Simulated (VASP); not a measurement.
Set up this calculation in VASP 6.6.1, as the native input.

```yaml
Task: band structure
Functional: LDA
Potentials_or_basis: VASP PAW LDA potentials, release 64 (Ba_sv)
Cutoff: 520 eV
k_mesh: 6 × 6 × 1
Occupations: fermi-dirac, width 0.05 eV
Spin: no spin polarisation
Dipole_correction: yes
Further_INCAR_settings: ALGO = Normal; EDIFF = 1e-07
```

Ba, a slab with vacuum:

```
CELL_PARAMETERS angstrom
3.91000 0.00000 0.00000
-1.95500 3.65000 0.00000
0.00000 0.00000 20.70000
ATOMIC_POSITIONS crystal
Ba 0.00000 0.00000 0.36232
Ba 0.00000 0.00000 0.63768
```

The slab is cut from a database's or a generator's crystal, which needn't be the stable form of the element.

These files were run (other wordings do the same):

POSCAR

```
Ba
1.0
    3.9100000000      0.0000000000      0.0000000000
   -1.9550000000      3.6500000000      0.0000000000
    0.0000000000      0.0000000000     20.7000000000
Ba
2
Direct
    0.0000000000      0.0000000000      0.3623188406
    0.0000000000      0.0000000000      0.6376811594
```

INCAR.step1

```
ALGO = Normal
DIPOL = 0.5 0.5 0.500
EDIFF = 1E-7
ENCUT = 520
IDIPOL = 3
ISIF = 2
ISMEAR = -1
LASPH = T
LCHARG = T
LDIPOL = T
LREAL = F
LWAVE = F
NELM = 100
PREC = Accurate
SIGMA = 0.05
```

KPOINTS.step1

```
k-points
0
Gamma
  6 6 1
```

INCAR.step2

```
ALGO = Normal
DIPOL = 0.5 0.5 0.500
EDIFF = 1E-7
ENCUT = 520
ICHARG = 11
IDIPOL = 3
ISIF = 2
ISMEAR = 0
LASPH = T
LCHARG = F
LDIPOL = T
LREAL = F
LWAVE = F
NELM = 100
PREC = Accurate
SIGMA = 0.05
```

KPOINTS.step2

```
path GXSRAZGYX1A1TY,ZT
15
line-mode
reciprocal
 0.0000000000  0.0000000000  0.0000000000  G
-0.6434424845  0.3217212423  0.0000000000  X

-0.6434424845  0.3217212423  0.0000000000  X
-0.5000000000  0.0000000000  0.0000000000  S

-0.5000000000  0.0000000000  0.0000000000  S
-0.5000000000  0.0000000000  0.5000000000  R

-0.5000000000  0.0000000000  0.5000000000  R
-0.6434424845  0.3217212423  0.5000000000  A

-0.6434424845  0.3217212423  0.5000000000  A
 0.0000000000  0.0000000000  0.5000000000  Z

 0.0000000000  0.0000000000  0.5000000000  Z
 0.0000000000  0.0000000000  0.0000000000  G

 0.0000000000  0.0000000000  0.0000000000  G
 0.0000000000 -0.5000000000  0.0000000000  Y

 0.0000000000 -0.5000000000  0.0000000000  Y
-0.3565575155 -0.3217212423  0.0000000000  X1

-0.3565575155 -0.3217212423  0.0000000000  X1
-0.3565575155 -0.3217212423  0.5000000000  A1

-0.3565575155 -0.3217212423  0.5000000000  A1
 0.0000000000 -0.5000000000  0.5000000000  T

 0.0000000000 -0.5000000000  0.5000000000  T
 0.0000000000 -0.5000000000  0.0000000000  Y

 0.0000000000  0.0000000000  0.5000000000  Z
 0.0000000000 -0.5000000000  0.5000000000  T
```

Potentials or basis: VASP PAW LDA potentials, release 64 (Ba_sv).

The run is started by

```sh
$ cat potpaw_LDA.64/Ba_sv/POTCAR > POTCAR
$ cp INCAR.step1 INCAR
$ cp KPOINTS.step1 KPOINTS
$ mpirun -np 1 vasp_std > vasp.out
$ cp INCAR.step2 INCAR
$ cp KPOINTS.step2 KPOINTS
$ mpirun -np 1 vasp_std > vasp.out
```

It gave:

```
Band gap along the path : none (metal or under the smearing width)
```

Caveat: the log is that of the step along the path at fixed density, whose energy, stress, charges and moments have no meaning; spin-orbit coupling is left out, which moves the levels of the heavy elements.

Wall time 8.8 min on 1 thread of Intel(R) Xeon(R) Platinum 8488C (Sapphire Rapids), on a shared host, peak memory 0.77 GiB.
